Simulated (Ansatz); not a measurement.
# Zr: the cost of one run

Program: Ansatz 0.2.0. Level of theory: DFT PBEsol, scalar-relativistic, plane waves, PAW. These are calculated values, not measurements.

### Step 1. Starting point

Symmetry: Im-3m, No. 229, cubic system. The conventional cell has a = 3.521 Å, b = 3.521 Å, c = 3.521 Å, α = 90.00°, β = 90.00°, γ = 90.00°. Zr (site symmetry m-3m) is surrounded by 8 Zr at 3.05 Å.

Structure file:

```xyz
1
Lattice="-1.7605 -1.7605 -1.7605 1.7605 1.7605 -1.7605 1.7605 -1.7605 1.7605" Properties=species:S:1:pos:R:3 pbc="T T T"
Zr    0.0000    0.0000    0.0000
```

This cell was relaxed beforehand with the same method: volume 21.83 Å³/atom, gap on the mesh none (metal).

### Step 2. Cutting the slab

Planes are indexed in the bulk's conventional cell (Im-3m (No. 229)), a = 3.521 Å, b = 3.521 Å, c = 3.521 Å, α = 90.00°, β = 90.00°, γ = 90.00°.

A (110) slab, 5.0 Å thick as cut, with 17 Å of vacuum; its outer planes are Zr (top) and Zr (bottom).

The slab as cut. Layers, bottom to top:

| plane | atoms per cell | height over the lowest (Å) |
| --- | --- | --- |
| 1 | Zr | 0.00 |
| 2 | Zr | 2.49 |
| 3 | Zr | 4.98 |

### Step 3. Relaxing the clean slab

The input, input.yaml:

```yaml
crystal:
  lattice:
    - [3.0493229545, 0.0, 0.0]
    - [-1.0164409848, 2.8749292522, 0.0]
    - [0.0, 0.0, 21.979523533]
  atoms:
    - { symbol: Zr, position: [0.5, 0.5, 0.3867235788] }
    - { symbol: Zr, position: [0.0, 0.0, 0.5] }
    - { symbol: Zr, position: [0.5, 0.5, 0.6132764212] }
basis:
  ecutwfc: 420
kpoints:
  mp_grid: { grid: [10, 10, 1] }
hamiltonian:
  xc: pbesol
scf:
  occupations: { method: gaussian, width: 0.1 }
output:
  forces: true
  eigenvalues: true
relax:
  adjacent_minimum: "off"
  f_tol: 0.03
  max_steps: 70
  constraints: [{ sites: [0] }]
efield:
  axis: 3
  dipole_correction: true
```

Q: Estimate wall time and peak memory on 1 thread of an Arm CPU, shared host.

About 33 s, with a peak of 0.43 GiB.
